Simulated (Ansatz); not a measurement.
**Nickel, diamond: HSE06 at the PBE geometry**

Aim: see what exact exchange does to the levels, and what it costs. Spin polarisation is left out, though the real metal is magnetic, so these are not its levels. The geometry was relaxed under PBE beforehand and is kept. Exact exchange is dear, so the k-mesh is coarse, and PBE is run on the same mesh for comparison.

Method: DFT, plane waves (420 eV) with PBE-made PAW files, scalar-relativistic; functionals as named at each step, in Ansatz 0.2.0.

### Step 1. The structure to begin with

It takes space group Fd-3m (No. 227, cubic). The conventional cell has a = 5.097 Å, b = 5.097 Å, c = 5.097 Å, α = 90.00°, β = 90.00°, γ = 90.00°. Around Ni (site symmetry -43m) lie 4 Ni at 2.21 Å.

Structure file:

```
Ni
1.0
     0.00000    2.54849    2.54849
     2.54849    0.00000    2.54849
     2.54849    2.54849    0.00000
Ni
2
Direct
  0.12500 0.12500 0.12500
  0.87500 0.87500 0.87500
```

### Step 2. PBE, coarse mesh

The run with PBE.

The input, input.yaml:

```yaml
crystal:
  lattice:
    - [0.0, 2.5484878774, 2.5484878774]
    - [2.5484878774, 0.0, 2.5484878774]
    - [2.5484878774, 2.5484878774, 0.0]
  atoms:
    - { symbol: Ni, position: [0.125, 0.125, 0.125] }
    - { symbol: Ni, position: [0.875, 0.875, 0.875] }
hamiltonian:
  xc: pbe
  pseudopotentials:
    kind: paw
    azcp:
      Ni: "pseudopotentials/Ni.paw.azcp"
basis:
  ecutwfc: 420
  fft_grid_basis: typed
kpoints:
  mp_grid: { grid: [6, 6, 6], shift: [0, 0, 0] }
magnetization:
  spin_polarized: false
scf:
  occupations: { method: fermi_dirac, width: 0.1 }
```

Launch:

```console
ansatz run input.yaml --threads 4 --pin off --max-ram 8192MiB --backend cpu --events-out ev --progress --plain --runs-dir out
```

### Step 3. HSE06, coarse mesh

The run with HSE06.

Edit input.yaml of step 2 so:

```diff
@@ -9,3 +9,3 @@
 hamiltonian:
-  xc: pbe
+  xc: hse06
   pseudopotentials:
```

(Steps that only read results are left out.)

**Question.** What will these runs give? Wanted: PBE: gap; HSE06: gap.

As calculated:

| quantity | value |
| --- | --- |
| PBE: gap | none (levels filled in part) |
| HSE06: gap | none (levels filled in part) |
| HSE06: SCF cycles, exchange loops | 25, 2 |
| HSE06: CPU time over that of PBE | 22 |

What this shows: Both PBE and HSE06 leave levels filled in part. HSE06 cost 22 times the CPU time of PBE. HSE06 needed 2 outer loops of the exchange operator. The total energies in the logs cannot be compared from one functional to another.
